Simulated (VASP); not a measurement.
Here is a VASP 6.6.1 calculation.

File INCAR:

```
PREC     = Accurate       # precision mode
ENCUT    = 600            # plane-wave cutoff, eV
EDIFF    = 1E-8           # SCF threshold, eV
ISMEAR   = 0              # smearing method
SIGMA    = 0.02           # smearing width, eV
LREAL    = F              # projectors in reciprocal space
LASPH    = T              # aspherical terms in the spheres
NELM     = 60             # most SCF steps
ALGO     = Normal         # electronic algorithm
ISIF     = 2              # what is computed and relaxed
LWAVE    = F              # write WAVECAR
LCHARG   = F              # write CHGCAR
GGA      = CA             # functional
LEPSILON = T              # dielectric tensor by DFPT
IBRION   = 8              # ionic algorithm
NSW      = 1              # ionic steps
```

Contents of KPOINTS:

```
Automatic mesh
0
Gamma
  8 8 8
```

The input POSCAR:

```
BaO
1.0
    0.0000000000      2.8396800000      2.8396800000
    2.8396800000      0.0000000000      2.8396800000
    2.8396800000      2.8396800000      0.0000000000
Ba O
1 1
Direct
    0.0000000000      0.0000000000      0.0000000000
    0.5000000000      0.5000000000      0.5000000000
```

Potentials or basis: VASP PAW LDA potentials, release 64 (Ba_sv, O).

The run is started by

```bash
$ cat potpaw_LDA.64/Ba_sv/POTCAR potpaw_LDA.64/O/POTCAR > POTCAR
$ mpirun -np 1 vasp_std > vasp.out
```

**Question.** Predict the electronic dielectric tensor (diagonal).

**Answer.** 4.30.

**Question.** What does it give for the Born charges (mean of the diagonal)?

**Answer.** Ba +2.69; O -2.69 e.

**Question.** Predict the most unstable mode.

**Answer.** 23i cm⁻¹.

**Question.** What does it give for the highest phonon frequency at Γ, LO-TO splitting left out?

**Answer.** 1 cm⁻¹.

Electronic dielectric tensor:
```
4.30 0.00 0.00
0.00 4.30 0.00
0.00 0.00 4.30
```

Caveat: some modes are imaginary.
